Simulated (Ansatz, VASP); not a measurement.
This is a calculation of Ru for Ansatz 0.2.0.

The input input.yaml:

```yaml
crystal:
  lattice:
    - [2.7058, 0.0, 0.0]
    - [-1.3529, 2.3432915376, 0.0]
    - [0.0, 0.0, 4.2819]
  atoms:
    - { symbol: Ru, position: [0.6666666667, 0.3333333333, 0.75] }
    - { symbol: Ru, position: [0.3333333333, 0.6666666667, 0.25] }
kpoints:
  mp_grid: { grid: [11, 11, 6] }
scf:
  occupations: { method: gaussian, width: 0.011 }
hamiltonian:
  xc: pbe
  pseudopotentials: { kind: all_electron, lapw: { basis_error: 0.001 } }
output:
  forces: true
  stress: true
  eigenvalues: true
```

Potentials or basis: all-electron LAPW, scalar-relativistic.

The run is started by

```sh
$ ansatz run input.yaml --threads 1 --pin off --max-ram 3072MiB --backend cpu --events-out ev --progress --plain --runs-dir out
```

Problem. Set up the same calculation for VASP 6.6.1. Potentials there: VASP PAW PBE potentials, release 64 (Ru_pv).

Solution. As run (the cutoff follows the program's own potentials):

INCAR

```
  ALGO = Fast
  EDIFF = 1E-6
  ENCUT = 520
  GGA = PE
  ISIF = 2
  ISMEAR = 0
  LASPH = True
  LCHARG = False
  LREAL = False
  LWAVE = False
  NBANDS = 21
  NELM = 100
  PREC = Accurate
  SIGMA = 0.011
```

File KPOINTS:

```
k-points
0
Gamma
  11 11 6
```

The input POSCAR:

```
Ru
1.0
    2.7058000000      0.0000000000      0.0000000000
   -1.3529000000      2.3432915376      0.0000000000
    0.0000000000      0.0000000000      4.2819000000
Ru
2
Direct
    0.6666666667      0.3333333333      0.7500000000
    0.3333333333      0.6666666667      0.2500000000
```

Potentials or basis: VASP PAW PBE potentials, release 64 (Ru_pv).

Command:

```sh
$ cat potpaw_PBE.64/Ru_pv/POTCAR > POTCAR
$ mpirun -np 1 vasp_std > vasp.out
```

Both were run:

|  | VASP | Ansatz | Ansatz less VASP |
| --- | --- | --- | --- |
| gap on the k mesh at the Fermi level (eV) | none | none | - |
| pressure (GPa) | 4.5 | 4.4 | -0.03 |
| largest component of the traceless stress (GPa) | 0.19 | 0.08 | -0.106 |

A gap of «none» marks a metal or a gap that the smearing closes. Ansatz ran all-electron here, so the differences hold the error of VASP's frozen core and of both bases.
